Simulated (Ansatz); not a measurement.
Set up this calculation in Ansatz 0.2.0, as the native input.

- Task: band structure
- Functional: PBE
- Potentials or basis: PseudoDojo standard (PBE files)
- Cutoff: 1143 eV
- Density cutoff: 4572 eV
- k mesh: 6 × 6 × 6
- Occupations: fermi-dirac, width 0.05 eV
- Spin: no spin polarisation
- Path: [["G", "X", "M", "G", "Z", "P", "N", "Z1", "M"], ["X", "P"]]
- Points for each segment of the path: 10

TiO2:

```
Ti O
1.0
    -2.97316    3.28737    3.28740
     2.97316   -3.28737    3.28740
     2.97316    3.28737   -3.28740
Ti O
4 8
Direct
  0.00000 0.50000 0.00000
  0.00000 0.00000 0.50000
  0.49524 0.24524 0.25000
  0.50475 0.75475 0.75000
  0.69508 0.69523 0.50015
  0.69508 0.19493 0.99985
  0.80452 0.74962 0.05490
  0.19472 0.74962 0.44510
  0.80528 0.25038 0.55490
  0.30492 0.80507 0.00015
  0.19548 0.25038 0.94510
  0.30492 0.30477 0.49985
```

The cell is a database's computed one.

These files were run (other wordings do the same):

input.yaml

```yaml
crystal:
  lattice:
    - [-2.97316, 3.287369, 3.287402]
    - [2.97316, -3.287369, 3.287402]
    - [2.97316, 3.287369, -3.287402]
  atoms:
    - { symbol: Ti, position: [0.0, 0.5, 0.0] }
    - { symbol: Ti, position: [0.0, 0.0, 0.5] }
    - { symbol: Ti, position: [0.495245, 0.245245, 0.25] }
    - { symbol: Ti, position: [0.504755, 0.754755, 0.75] }
    - { symbol: O, position: [0.695081, 0.69523, 0.500149] }
    - { symbol: O, position: [0.695081, 0.194932, 0.999851] }
    - { symbol: O, position: [0.804516, 0.749617, 0.054899] }
    - { symbol: O, position: [0.194718, 0.749617, 0.445101] }
    - { symbol: O, position: [0.805282, 0.250383, 0.554899] }
    - { symbol: O, position: [0.304919, 0.805068, 0.000149] }
    - { symbol: O, position: [0.195484, 0.250383, 0.945101] }
    - { symbol: O, position: [0.304919, 0.30477, 0.499851] }
hamiltonian:
  xc: pbe
  pseudopotentials: { kind: nc, accuracy: standard }
kpoints:
  mp_grid: { grid: [6, 6, 6] }
  band_path:
    path:
      - [[0.0, 0.0, 0.0], [-0.5, 0.0, 0.0], [-0.5, -0.5, 0.5], [0.0, 0.0, 0.0], [0.4544894662, -0.4544894662, -0.4544894662], [-0.25, -0.25, -0.25], [0.0, -0.5, 0.0], [-0.4544894662, -0.5455105338, 0.4544894662], [-0.5, -0.5, 0.5]]
      - [[-0.5, 0.0, 0.0], [-0.25, -0.25, -0.25]]
    npoints: 10
scf:
  occupations: { method: fermi_dirac, width: 0.05 }
  n_extra_bands: 30
output:
  forces: true
  stress: true
  eigenvalues: true
  fatbands: false
  write_density: true
  write_potential: true
  elf: true
  volumetric_format: npy
```

Potentials or basis: PseudoDojo standard (PBE files).

The run is started by

```bash
$ ansatz run input.yaml --threads 4 --pin off --max-ram 11264MiB --backend cpu --events-out ev --progress --plain --runs-dir out
```

It gave:

```
Pressure                : -1.9 GPa
Largest force           : 0.075 eV/Å
Band gap on the k mesh  : 1.86 eV
Band gap along the path : 1.86 eV
```

It took 51 s on 4 threads of Intel(R) Xeon(R) Platinum 8259CL CPU @ 2.50GHz (Skylake/Cascade Lake), on a shared host, peak memory 3 GiB.
